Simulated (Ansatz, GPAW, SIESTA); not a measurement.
# Ge: programs and potentials compared

```
Ge
1.0
     4.00312    0.00000    0.00000
    -2.00156    3.46680    0.00000
     0.00000    0.00000   13.15671
Ge
8
Cartesian
  0.0000 2.3112 2.0517
  2.0016 1.1556 11.1050
  2.0016 1.1556 8.6300
  0.0000 2.3112 4.5267
  0.0000 0.0000 1.2255
  0.0000 0.0000 11.9312
  0.0000 0.0000 7.8039
  0.0000 0.0000 5.3528
```

This isn't the form of Ge at room conditions, which is diamond.

Alike in all runs: task band structure; functional PBEsol; k mesh 8 × 8 × 2; occupations fermi-dirac, width 0.05 eV; no spin polarisation; no spin-orbit coupling. Pressure is positive in compression and, in plane waves, holds the error of the finite cutoff.

```csv
program and potentials,plane-wave cutoff (eV),notes,pressure (GPa)
"SIESTA, files PseudoDojo sr-pbesol-0.4.1-standard, DZP (energy shift 0.003 Ry; two zetas on semicore shells)",-,atomic basis; 14 valence electrons an atom on average,1.14
"Ansatz, all-electron LAPW, scalar-relativistic",-,-,0.01
"GPAW, PAW data sets generated for this functional",600,4 valence electrons an atom on average,0.29
```

The pressure spans 0.01 (Ansatz, all-electron LAPW, scalar-relativistic) to 1.14 GPa (SIESTA, files PseudoDojo sr-pbesol-0.4.1-standard, DZP (energy shift 0.003 Ry; two zetas on semicore shells)), with all-electron results at 0.01. Rows in atomic bases carry the error of their basis and grid, which can be large.

Differences between rows come from potentials, basis sets and numerical settings, since the functional is the same but for its coding. Runs on potential files found faulty are left out.
